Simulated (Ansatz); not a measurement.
Cost and result for the equilibrium volume of Ga2O3

```cif
data_structure
_symmetry_space_group_name_H-M 'C2/m'
_symmetry_Int_Tables_number 12
_cell_length_a 12.2140
_cell_length_b 3.0371
_cell_length_c 5.7981
_cell_angle_alpha 90.000
_cell_angle_beta 103.830
_cell_angle_gamma 90.000
_cell_volume 208.85
loop_
_atom_site_label
_atom_site_type_symbol
_atom_site_symmetry_multiplicity
_atom_site_Wyckoff_symbol
_atom_site_fract_x
_atom_site_fract_y
_atom_site_fract_z
_atom_site_occupancy
Ga1 Ga 4 i 0.34134 0.00000 0.68598 1
Ga2 Ga 4 i 0.40950 0.50000 0.20540 1
O1 O 4 i 0.00410 0.50000 0.74340 1
O2 O 4 i 0.32670 0.50000 0.43680 1
O3 O 4 i 0.33550 0.50000 0.89020 1
```

| rung | level | program and potentials | cutoff (eV) | k mesh | core time | chip | equilibrium volume (Å³/atom) | notes |
| --- | --- | --- | --- | --- | --- | --- | --- | --- |
| GGA | PBE | Ansatz, Ansatz PAW | 420 | 9 × 9 × 5 | 4.8 min | Arm Neoverse V2 | 10.96 | - |
| LDA | LDA | Ansatz, Ansatz PAW | 420 | 9 × 9 × 5 | 4.9 min | Arm Neoverse V2 | 10.22 | potentials made for PBE, which Ansatz adapts in part |
| GGA + dispersion | PBEsol+D3(BJ) | Ansatz, Ansatz PAW | 420 | 9 × 9 × 5 | 4.9 min | Arm Neoverse V2 | 10.40 | potentials made for PBE, which Ansatz adapts in part |
| GGA + dispersion | PBEsol+D4 | Ansatz, Ansatz PAW | 420 | 9 × 9 × 5 | 5 min | Intel Xeon | 10.40 | potentials made for PBE, which Ansatz adapts in part |
| meta-GGA | r2SCAN | Ansatz, Ansatz PAW | 500 | 9 × 9 × 5 | 5.6 min | Intel Xeon Platinum 8375C Ice Lake | 10.51 | potentials made for PBE, which Ansatz adapts in part |
| non-local van der Waals functional | rPW86-PBE+rVV10 | Ansatz, Ansatz PAW | 420 | 9 × 9 × 5 | 5.7 min | Arm Neoverse V1 | 11.04 | potentials made for PBE, which Ansatz adapts in part |
| GGA | BLYP | Ansatz, Ansatz PAW | 420 | 9 × 9 × 5 | 6 min | Arm Neoverse V1 | 11.28 | potentials made for PBE, which Ansatz adapts in part |
| meta-GGA + dispersion | r2SCAN+D3(BJ) | Ansatz, Ansatz PAW | 500 | 9 × 9 × 5 | 9.1 min | Arm Neoverse V1 | 10.42 | potentials made for PBE, which Ansatz adapts in part |

Times are single runs on shared hosts and different chips, so they are rough; meshes, cutoffs and the tasks' sizes weigh on the time. Task: relaxation of cell and atoms. All rows: no spin polarisation. Meshes are those of the run's cell of 10 atoms unless a note names another. Relaxations start from the cell shown or near it and stop with a little pressure left. Runs on faulty files, with rough fits or with known faults for this quantity aren't shown. No row holds spin-orbit coupling.

By rung: LDA 10.22; GGA 10.96 to 11.28; GGA + dispersion 10.40; non-local van der Waals functional 11.04; meta-GGA 10.51; meta-GGA + dispersion 10.42 (Å³/atom).
